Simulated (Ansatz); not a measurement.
Runs of Ansatz 0.2.0 on RbBr. It takes space group Pm-3m (No. 221, cubic). The conventional cell has a = 4.126 Å, b = 4.126 Å, c = 4.126 Å, α = 90.00°, β = 90.00°, γ = 90.00°. Rb (site symmetry m-3m) is surrounded by 8 Br at 3.57 Å. Br (site symmetry m-3m) is surrounded by 8 Rb at 3.57 Å. The cell comes from a database or a generator and needn't be the stable form of this composition.

```csv
task,potentials or basis,spin,cell,cutoff (eV),gap on the mesh (eV),pressure (GPa),relaxed volume (Å³/atom)
band structure,"all-electron LAPW, scalar-relativistic",off,as given,109,4.13,0.8,-
relaxation of cell and atoms,"all-electron LAPW, scalar-relativistic",off,relaxed,-,3.96,0.0,36.85
band structure,"all-electron LAPW, relativistic spinors","SOC, no magnetisation",as given,110,(a),0.8,-
relaxation of cell and atoms,"all-electron LAPW, relativistic spinors","SOC, no magnetisation",relaxed,-,3.91,0.0,(b)
```

Alike in all rows: level PBE; k mesh 5 × 5 × 5; smearing fermi-dirac 0.05 eV; basis error allowed 0.001 eV/atom.

Task: Fill in the values left out.

Result: (a) 4.07; (b) 36.86.

Caveats: an odd mesh through Γ misses points on the zone boundary, where band edges often lie (some runs).

A k mesh can miss the band edges, and rows without SOC leave out spin-orbit coupling on Br, Rb.

The runs don't all hold the same shells in valence.
